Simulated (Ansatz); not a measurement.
InN (wurtzite)

```yaml
crystal:
  lattice:
    - [3.53693, 0.00000, 0.00000]
    - [-1.76847, 3.06307, 0.00000]
    - [0.00000, 0.00000, 5.71356]
  atoms:
    - { symbol: In, position: [0.66667, 0.33333, 0.00203] }
    - { symbol: In, position: [0.33333, 0.66667, 0.50203] }
    - { symbol: N, position: [0.66667, 0.33333, 0.62317] }
    - { symbol: N, position: [0.33333, 0.66667, 0.12317] }
```

Scan: atom 3 (N, nearest neighbour In at 2.156 Å; its periodic images, 3.5 Å or more away, move with it) is displaced towards the nearest neighbour, direction (-0.820, 0.474, -0.321) in Cartesian axes, by s. The other atoms stay.

The numbers are results of PBEsol (plane waves to 420 eV, PAW, scalar-relativistic; Ansatz, a program for electronic structure), not measurements. k mesh 9×9×5 (Γ-centred), Fermi-Dirac smearing 0.05 eV. The energy includes the smearing's −TS. Left out: 1 of 11 points, with atoms too close for the PAW data. With partly filled bands, energies and forces of such displacements shift with the k mesh and the smearing. At this level the bands of InN touch or barely overlap; measurements give the solid a gap. InN was relaxed with its symmetry unable to fall. ΔE is measured from the undisplaced structure. The last digit holds for this mesh only.

| s (Å) | ΔE (meV/cell) |
|---|---|
| -0.650 | 797.8 |
| -0.520 | 633.7 |
| -0.390 | 439.4 |
| -0.260 | 239.3 |
| -0.130 | 73.0 |
| 0.000 | 0.0 |
| 0.130 | 108.8 |
| 0.260 | 535.4 |
| 0.390 | 1496.7 |
| 0.520 | withheld |

Problem. Fit a polynomial form (powers 2, 3, 4) to the given rows and predict ΔE at s = 0.520.

Solution. Least squares on the 9 given rows: ΔE = (5599)·s² + (8851)·s³ + (4857)·s⁴, in meV/cell with s in Å; root-mean-square residual 8.72 meV/cell. At 0.520 the fit gives 3113.6 meV/cell; the calculation gives 3351.7 meV/cell, so the extrapolation is off by -238.1 (-7.1 %). The quadratic term alone would give 1514.0 meV/cell.

(A displaced cell: forces are minus the slopes of the energy, force constants its curvatures, and phonons follow from these.)
